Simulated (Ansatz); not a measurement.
The system is TaSi2.

```
Ta Si
1.0
     4.78390    0.00000    0.00000
    -2.39195    4.14298    0.00000
     0.00000    0.00000    6.57000
Ta Si
3 6
Direct
  0.00000 0.50000 0.33333
  0.50000 0.50000 0.66667
  0.50000 0.00000 0.00000
  0.31794 0.15897 0.33333
  0.15897 0.84103 0.66667
  0.84103 0.68206 0.00000
  0.68206 0.84103 0.33333
  0.84103 0.15897 0.66667
  0.15897 0.31794 0.00000
```

- Program: Ansatz 0.2.0
- Task: relaxation of cell and atoms
- Functional: LDA
- Potentials or basis: Ansatz PAW
- Cutoff: 420 eV (not typed: the program's choice for these potentials)
- k mesh: 7 × 7 × 4
- Occupations: fermi-dirac, width 0.05 eV
- Spin: no spin polarisation

At the start: volume 14.47 Å³/atom.

Problem. How do energy, volume and symmetry change on relaxing?

Solution. It ends after 5 steps and the volume is 14.04 Å³/atom (-3.0 %); space group P6_422 (No. 181, to 0.05 Å).

Step by step:
```csv
step,energy change (eV),largest force (eV/Å),volume (Å³)
1,0.0000,0.0707,130.21
2,-0.0262,0.1536,123.53
3,-0.0735,0.0116,126.53
4,-0.0737,0.0062,126.36
5,-0.0726,0.0062,126.36
```

Final structure:
```
CELL_PARAMETERS angstrom
4.72863 0.00000 0.00000
-2.36432 4.09512 0.00000
0.00000 0.00000 6.52553
ATOMIC_POSITIONS crystal
Ta 0.00000 0.50000 0.33333
Ta 0.50000 0.50000 0.66667
Ta 0.50000 0.00000 0.00000
Si 0.31947 0.15973 0.33333
Si 0.15973 0.84027 0.66667
Si 0.84027 0.68053 0.00000
Si 0.68053 0.84027 0.33333
Si 0.84027 0.15973 0.66667
Si 0.15973 0.31947 0.00000
```

Caveat: the plane-wave basis is chosen anew once the cell has moved, so the energies of steps on either side of that aren't comparable; the PAW data sets come from PBE, with cores solved anew for the run's functional, which leaves a small shift of forces and pressure.
